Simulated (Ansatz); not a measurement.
A run of Ansatz 0.2.0 is set up as follows.

input.yaml

```yaml
crystal:
  lattice:
    - [3.636, 0.0, 0.0]
    - [-1.818, 3.1488683682, 0.0]
    - [0.0, 0.0, 5.7826]
  atoms:
    - { symbol: Gd, position: [0.6666666667, 0.3333333333, 0.75], spin: 7.0 }
    - { symbol: Gd, position: [0.3333333333, 0.6666666667, 0.25], spin: 7.0 }
kpoints:
  mp_grid: { grid: [8, 8, 5] }
scf:
  occupations: { method: gaussian, width: 0.025 }
hamiltonian:
  xc: pbe
  pseudopotentials: { kind: all_electron, lapw: { basis_error: 0.001 } }
magnetization:
  spin_polarized: true
output:
  forces: true
  stress: true
  eigenvalues: true
```

Potentials or basis: all-electron LAPW, scalar-relativistic.

Run with:

```bash
$ ansatz run input.yaml --threads 2 --pin off --max-ram 6144MiB --backend cpu --events-out ev --progress --plain --runs-dir out
```

Problem. What does it give for the absolute moment?

Solution. 15.19 μB per cell.

Problem. Predict the site moments.

Solution. Gd +7.45 μB.

Stress tensor (GPa, compression positive):
```
0.46 0.00 0.00
0.00 0.46 0.00
0.00 0.00 0.84
```

Caveat: an open f shell can end in a state above the lowest; spin-orbit coupling is left out, which moves the levels of the heavy elements. The state reached can hang on the start; a lower one may exist.
